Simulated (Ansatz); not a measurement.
# C: the cost of one run

Program: Ansatz 0.2.0. Level of theory: DFT PBE, scalar-relativistic, plane waves, PAW. These are calculated values, not measurements.

1 further run of the same task is left out (set aside as unsound or not needed).

## 1. The structure to begin with

Symmetry: Fd-3m, No. 227, cubic system. Conventional cell: a = 3.571 Å, b = 3.571 Å, c = 3.571 Å, α = 90.00°, β = 90.00°, γ = 90.00°. C (site symmetry -43m) has 4 C at 1.55 Å in its first shell of neighbours.

Coordinates:

```cif
data_structure
_symmetry_space_group_name_H-M 'P 1'
_symmetry_Int_Tables_number 1
_cell_length_a 2.5254
_cell_length_b 2.5254
_cell_length_c 2.5254
_cell_angle_alpha 60.000
_cell_angle_beta 60.000
_cell_angle_gamma 60.000
_cell_volume 11.39
loop_
_atom_site_label
_atom_site_type_symbol
_atom_site_fract_x
_atom_site_fract_y
_atom_site_fract_z
_atom_site_occupancy
C1 C 0.50000 0.50000 0.50000 1
C2 C 0.75000 0.75000 0.75000 1
```

This cell was relaxed beforehand with the same method: volume 5.69 Å³/atom, gap on the mesh 4.15 eV.

The bulk reference comes from a run made before at the same settings: -250.8079 eV/atom.

## 2. The (100) slab

Miller indices refer to the conventional cell of the relaxed bulk, Fd-3m (No. 227): a = 3.571 Å, b = 3.571 Å, c = 3.571 Å, α = 90.00°, β = 90.00°, γ = 90.00°.

Cut from the relaxed bulk: a (100) slab, 11.6 Å thick as cut, with 15 Å of vacuum; its outer planes are C (top) and C (bottom).

The slab as cut. Layers, bottom to top:

```csv
plane,atoms per cell,height over the lowest (Å)
1,C,0.00
2,C,0.89
3,C,1.79
4,C,2.68
5,C,3.57
6,C,4.46
7,C,5.36
8,C,6.25
9,C,7.14
10,C,8.04
11,C,8.93
12,C,9.82
13,C,10.71
14,C,11.61
```

## 3. Single point on the unrelaxed (100) slab

The cell repeats along c, and a dipole correction in the vacuum removes the field between the copies.

Input file input.yaml:

```yaml
crystal:
  lattice:
    - [2.5254142366, 0.0, 0.0]
    - [0.0, 2.5254142366, 0.0]
    - [0.0, 0.0, 26.607293958]
  atoms:
    - { symbol: C, position: [0.0, 0.5, 0.2818775939] }
    - { symbol: C, position: [0.0, 0.0, 0.3154348871] }
    - { symbol: C, position: [0.5, 0.0, 0.3489921804] }
    - { symbol: C, position: [0.5, 0.5, 0.3825494736] }
    - { symbol: C, position: [0.0, 0.5, 0.4161067669] }
    - { symbol: C, position: [0.0, 0.0, 0.4496640601] }
    - { symbol: C, position: [0.5, 0.0, 0.4832213534] }
    - { symbol: C, position: [0.5, 0.5, 0.5167786466] }
    - { symbol: C, position: [0.0, 0.5, 0.5503359399] }
    - { symbol: C, position: [0.0, 0.0, 0.5838932331] }
    - { symbol: C, position: [0.5, 0.0, 0.6174505264] }
    - { symbol: C, position: [0.5, 0.5, 0.6510078196] }
    - { symbol: C, position: [0.0, 0.5, 0.6845651129] }
    - { symbol: C, position: [0.0, 0.0, 0.7181224061] }
basis:
  ecutwfc: 420
kpoints:
  mp_grid: { grid: [10, 10, 1] }
hamiltonian:
  xc: pbe
scf:
  occupations: { method: gaussian, width: 0.05 }
output:
  forces: true
  stress: true
  eigenvalues: true
  write_density: true
  write_potential: true
  elf: true
  volumetric_format: npy
efield:
  axis: 3
  dipole_correction: true
  ramp_width: 0.04
```

On the command line:

```console
> ansatz run input.yaml --threads 1 --pin off --max-ram 2560MiB --backend cpu --events-out ev --progress --plain --runs-dir out
```

**Question.** How long does this run take on 1 thread of Oxide Virtual Turin-like (Zen 5), shared host, and how much memory does it need?

About 42 s, with a peak of 0.49 GiB.
